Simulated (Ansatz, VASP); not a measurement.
## One calculation of KF, two programs

```
CELL_PARAMETERS angstrom
0.00000 2.80717 2.67350
2.80717 0.00000 2.67350
2.80717 2.80717 0.00000
ATOMIC_POSITIONS crystal
K 0.00000 0.00000 0.00000
F 0.50000 0.50000 0.50000
```

Change from the starting cell: strain +0.050 along x and y, +0.000 along z, atoms carried along.

Alike in both runs: task single point; functional LDA; k mesh 8 × 8 × 8; occupations gaussian, width 0.05 eV; no spin polarisation.

|  | VASP | Ansatz |
| --- | --- | --- |
| version | VASP 6.6.1 | Ansatz 0.2.0 |
| potentials or method | VASP PAW LDA potentials, release 64 (K_sv, F) | scalar-relativistic, plane waves, PAW |
| plane-wave cutoff (eV) | 520 | 420 |
| valence electrons in the cell | 16 | 16 |

|  | VASP | Ansatz | Ansatz less VASP |
| --- | --- | --- | --- |
| gap on the k mesh at the Fermi level (eV) | 5.28 | 5.29 | +0.015 |
| least direct gap on the mesh (eV) | 5.28 | 5.29 | +0.015 |
| pressure (GPa) | -5.2 | -5.2 | -0.03 |
| largest component of the traceless stress (GPa) | 0.74 | 0.68 | -0.060 |

A k mesh can miss the band edges.
